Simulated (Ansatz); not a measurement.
Input, command and steps of an Ansatz relaxation.

```yaml
crystal:
  lattice:
    - [0.0, 1.9192176137, -1.9192176137]
    - [-3.8384352274, 0.0, 0.0]
    - [1.9192176137, 1.9192176137, 3.8384352274]
  atoms:
    - { symbol: Zn, position: [0.0, 0.0, 0.0] }
    - { symbol: Zn, position: [0.6666666667, 0.6666666667, 0.3333333333] }
    - { symbol: Zn, position: [0.3333333333, 0.3333333333, 0.6666666667] }
basis:
  ecutwfc: 420
kpoints:
  mp_grid: { grid: [18, 18, 18] }
hamiltonian:
  xc: pbesol
scf:
  occupations: { method: gaussian, width: 0.1 }
output:
  forces: true
  stress: true
  eigenvalues: true
relax:
  adjacent_minimum: "off"
  f_tol: 0.015
  max_steps: 60
  cell: { stress_tol: 0.15 }
```

```bash
ansatz run input.yaml --threads 1 --pin off --max-ram 2560MiB --backend cpu --events-out ev --progress --plain --runs-dir out
```

Method: DFT PBEsol, scalar-relativistic, plane waves, PAW (Ansatz).

Of 7 frames 6 are shown, positions in Å and forces in eV/Å; the SCF threshold varies from step to step. Steps run on the plane waves of an earlier cell, with a Pulay correction in the pressure. The basis is chosen afresh for the last frame, the zero of the energies, and at times for earlier ones too; energy and pressure step there, also at an unchanged geometry. The mark taken_back stands on steps that the optimiser undid.

```xyz
3
Lattice="0.0000 1.9192 -1.9192 -3.8384 0.0000 0.0000 1.9192 1.9192 3.8384" Properties=species:S:1:pos:R:3:forces:R:3 pbc="T T T" step=1 free_energy_over_end_meV_per_atom=0.32 pressure_GPa=0.02
Zn    0.0000    0.0000    0.0000    0.0000    0.0000    0.0000
Zn   -1.9192    1.9192    0.0000    0.0000    0.0000    0.0000
Zn    0.0000    1.9192    1.9192    0.0000    0.0000    0.0000
3
Lattice="0.0000 1.9187 -1.9187 -3.8377 0.0000 0.0000 1.9188 1.9214 3.8401" Properties=species:S:1:pos:R:3:forces:R:3 pbc="T T T" step=2 free_energy_over_end_meV_per_atom=0.31 pressure_GPa=0.01
Zn    0.0000    0.0000    0.0000    0.0000    0.0000    0.0000
Zn   -1.9188    1.9196    0.0009    0.0000    0.0000    0.0000
Zn    0.0000    1.9205    1.9205    0.0000    0.0000    0.0000
3
Lattice="0.0000 1.8584 -1.8584 -3.7770 0.0000 0.0000 1.8885 2.0937 3.9520" Properties=species:S:1:pos:R:3:forces:R:3 pbc="T T T" step=3 free_energy_over_end_meV_per_atom=0.93 pressure_GPa=0.25 taken_back
Zn    0.0000    0.0000    0.0000    0.0000    0.0000    0.0000
Zn   -1.8885    1.9368    0.0784    0.0000    0.0000    0.0000
Zn    0.0000    2.0152    2.0152    0.0000    0.0000    0.0000
3
Lattice="0.0000 1.8885 -1.8885 -3.8074 0.0000 0.0000 1.9037 2.0076 3.8961" Properties=species:S:1:pos:R:3:forces:R:3 pbc="T T T" step=4 free_energy_over_end_meV_per_atom=0.20 pressure_GPa=0.00
Zn    0.0000    0.0000    0.0000    0.0000    0.0000    0.0000
Zn   -1.9037    1.9282    0.0397    0.0000    0.0000    0.0000
Zn    0.0000    1.9679    1.9679    0.0000    0.0000    0.0000
3
Lattice="0.0000 1.9042 -1.9042 -3.8312 0.0000 0.0000 1.9156 1.9566 3.8608" Properties=species:S:1:pos:R:3:forces:R:3 pbc="T T T" step=5 free_energy_over_end_meV_per_atom=0.09 pressure_GPa=-0.04
Zn    0.0000    0.0000    0.0000    0.0000    0.0000    0.0000
Zn   -1.9156    1.9217    0.0174    0.0000    0.0000    0.0000
Zn    0.0000    1.9391    1.9391    0.0000    0.0000    0.0000
3
Lattice="0.0000 1.8931 -1.8931 -3.8293 0.0000 0.0000 1.9146 1.9766 3.8697" Properties=species:S:1:pos:R:3:forces:R:3 pbc="T T T" step=7 free_energy_over_end_meV_per_atom=0.00 pressure_GPa=0.10
Zn    0.0000    0.0000    0.0000    0.0000    0.0000    0.0000
Zn   -1.9146    1.9209    0.0278    0.0000    0.0000    0.0000
Zn    0.0000    1.9488    1.9488    0.0000    0.0000    0.0000
```

It took 2.6 min on 1 thread of Intel(R) Xeon(R) 6975P-C (Granite Rapids), on a shared host, peak memory 0.96 GiB.